Q: I was taught to draw silicon with four equal bonds around every atom. This calculation describes the two-atom cell with eight Wannier functions, and they are not all alike. How should I read them?

Silicon (Fd-3m, two-atom primitive cell) in GPAW 26.7.0 with the LDA functional, PAW data sets and a 600 eV plane-wave cutoff, on an 8×8×8 k mesh. The eight Wannier functions were made with Wannier90 3.1.0, using a 5×5×5 k mesh and 11 bands; their centres are given as fractions of the cell edges.

```csv
row,function a (fractional),function b (fractional),function c (fractional),function spread (angstrom^2)
1,0.000,0.000,0.000,1.622
2,0.000,0.000,0.000,2.297
3,0.000,0.000,0.000,2.297
4,0.000,0.000,0.000,2.297
5,0.250,0.250,0.250,1.622
6,0.250,0.250,0.250,2.297
7,0.250,0.250,0.250,2.297
8,0.250,0.250,0.250,2.297
```

A: Think of a Wannier function as a localised building block, made by combining the spread-out electron waves of the crystal. The columns function a, function b and function c say where its centre lies, as fractions of the cell edges. Function spread is the mean squared distance of the function from that centre, so a small value means a compact function. Before you look for bonds, check where the centres are.

Q: Rows 1 to 4 are at the origin and rows 5 to 8 at one quarter along each edge. Are those the atoms?

A: Yes. The two points are 2.36 Å apart, which is the Si–Si bond length. A function that described a bond would be centred halfway between them, and none of the eight is. So each atom carries four functions of its own, all centred on its nucleus.

Q: Then I would call them the four sp³ hybrids of that atom. But row 1 has a spread of 1.62 Å² and row 2 has 2.30 Å². Is row 1 an irregular case?

A: It is a different kind of function. Four sp³ hybrids would be copies of each other pointing in four directions, so they would share one spread. Each would also lean towards a neighbour, which pulls its centre off the nucleus. The table contradicts both expectations: one function on each atom is compact, three are wider, and all of them sit on the nucleus.

Q: One and three sounds like one s orbital and three p orbitals.

A: That is the right reading, and the energies support it. In the same calculation the average energy of an electron placed in the function of row 1 is 7.3 eV lower than in that of row 2. Rows 3 and 4 agree with row 2 in energy as well as in spread. One low level and three equal higher ones, all centred on the nucleus, are what the 3s and 3p shells of silicon should give.

Q: Why are the three p-like functions so exactly equal? And why does row 5 repeat row 1?

A: Both are consequences of symmetry. The four neighbours of an atom form a tetrahedron, and rotations of that tetrahedron turn the x, y and z directions into one another. No p-like function can then differ in size from the other two. The second atom is equivalent to the first, so row 5 repeats row 1 and rows 6 to 8 repeat rows 2 to 4. The eight rows therefore hold two independent spreads, and the thing to explain is why one is smaller than the other.

Q: Both belong to the third shell. Why should the s-like one be smaller?

A: Because of what happens close to the nucleus. An s electron has no angular momentum, so it can reach the nucleus and spends part of its time inside the core electrons. There it feels much more of the nuclear charge, which binds it more strongly and draws the whole orbital inwards. A p electron has angular momentum, and the centrifugal effect keeps it away from the nucleus. It sees a charge that the core screens better, so it is bound less strongly and extends further out.

Q: Does the table prove that?

A: Not by itself. Taken together with the energies, it shows that the compact function is also the low-energy one, which is what this argument requires. The cause itself comes from the theory of atoms, where the same order of 3s and 3p is well established. We can test whether the atomic effect has about the right size. For that we need an orbital simple enough to work out by hand.

Q: Which one would you take?

A: A Slater orbital, whose radial part for the third shell is r² exp(−ζr). Here r is the distance from the nucleus, and the exponent ζ says how fast the orbital dies away; a stronger effective charge means a larger ζ. Averaging r² over the squared orbital gives 14/ζ², in bohr². Since the orbital is centred on the nucleus, this average is its spread.

Q: And the exponents?

A: For the free silicon atom they are roughly 1.6 for 3s and 1.4 for 3p. These are recalled values, good to two figures, and they were not adjusted to the table. Take row 1 first: 14/1.6² is 5.47 bohr², and one bohr² is 0.28 Å², so the estimate is 1.53 Å². The calculation has 1.62 Å², so the estimate is about 6% too low.

Q: For row 2 I get 14/1.4², which comes to 2.0 Å².

A: That is 13% below the calculated 2.30 Å². The order is right and so is the rough size, but the model makes the gap between the two kinds too small. Part of the miss may lie in the rough exponents, and part in the model orbital itself, because a single exponent tends to make the outer tail of a real orbital too thin. A Wannier function also has to adapt its outer region to the functions on neighbouring atoms, and its spread depends on which empty bands were admitted. The table cannot separate these causes.

Q: The exponents differ by only 0.2. Is that really enough to explain the two groups?

A: It is enough for most of the difference, because the spread depends on the square of the exponent. A ratio of 1.6 to 1.4 is a difference of 14%, and squaring turns it into 31%. The calculated p-like spread is 42% larger than the s-like one. If you give both orbitals the same exponent, as Slater's simple screening rules do, you get 2.05 Å² for both. That is a fair average size for the shell, but the distinction between row 1 and row 2 is gone.

Q: So I could use this for a related material?

A: You can use the reasoning. Ask first whether the functions are centred on atoms and come in s and p sets. If they do, look at how much better the s electron penetrates the core than the p electron of the same shell: the larger that advantage, the larger the gap in spread you should expect. Then look at the symmetry of the site, which decides whether the three p-like functions have to be equal.

Q: I am still uneasy about the hybrids. Wannier functions are often called maximally localised. Wouldn't hybrids be more compact than this set?

A: In total they would. Picture an s wave added to a p wave. On one side of the nucleus they reinforce each other and on the other they partly cancel, so the hybrid gathers on one side. Its centre moves to that side, and the spread is measured from the new centre.

Q: But the hybrid still contains the wide p orbital.

A: It does, and that is why the bookkeeping is simple. Mixing the four functions of one atom leaves the sum of their mean squared distances from the nucleus unchanged. Each of four equal hybrids therefore gets a quarter of it, (1.622 + 3 × 2.297)/4, or 2.13 Å². Its spread is this value minus the square of the distance its centre has moved. In the table no centre has moved, so nothing is subtracted, and no other mixture on the same atom can have a larger total spread.

Q: How much could the hybrids gain?

A: The s-like function sets a limit, if we treat the p-like functions as pure p orbitals, which only change sign when reflected through the nucleus. How far a hybrid then leans depends on how well the s function, multiplied by x, matches the p function along x. Even a perfect match cannot give a squared value above the average of x² in the s function, which is a third of 1.62 Å², or 0.54 Å². An sp³ hybrid is three quarters p and one quarter s, and with those weights the square of its shift is at most three quarters of that limit, about 0.41 Å².

Q: So the spread of a hybrid can't fall below 2.13 minus 0.41, which is 1.72 Å².

A: Yes, and for the four functions together that is a reduction of at most 19%. Treat the limit as a guide, for two reasons. The tetrahedral surroundings can distort the p-like functions from the pure p shape, and that can shift the centre of a hybrid as well. The argument also assumes exact averages over space, whereas the calculation obtains its spreads from a 5×5×5 mesh of crystal waves. Within this estimate a hybrid would still be wider than the s-like function of row 1. Hybridising makes the set more compact as a whole, at the expense of its most compact member.

Q: If hybrids are better, why did the minimisation not find them?

A: Probably because it started from atom-like s and p functions and had no slope to follow towards the hybrids. Mix in a little p, and the centre moves in proportion to the amount. The spread falls with the square of that movement, so for a very small mixture the gain is practically zero. A search that follows the slope can rest at such a point as a ball can rest on top of a hill. That the search really began there is my guess; that the point is flat in the direction of the hybrids follows from the argument.

Q: Where have the bonds gone, then?

A: They are in the way the functions on neighbouring atoms combine. The cell has eight valence electrons, which fill four bands with two electrons each. Eight functions can describe those four bands and also a set of empty ones, so they contain both the bonding and the antibonding combinations. Had only the four filled bands been used, the usual result for silicon would be four equal functions centred on the bonds, which is the picture you were taught.

Q: Does a function centred on an atom at least mean that its electron stays there?

A: No. The square root of the spread is a typical radius, 1.27 Å for row 1 and 1.52 Å for row 2. The middle of the bond is only 1.18 Å from the nucleus, so both kinds reach well into the space shared with the neighbours. If you want to model the bands of silicon, these eight functions are a convenient atomic basis. If you want to see or count bonds, choose functions made from the filled bands alone.
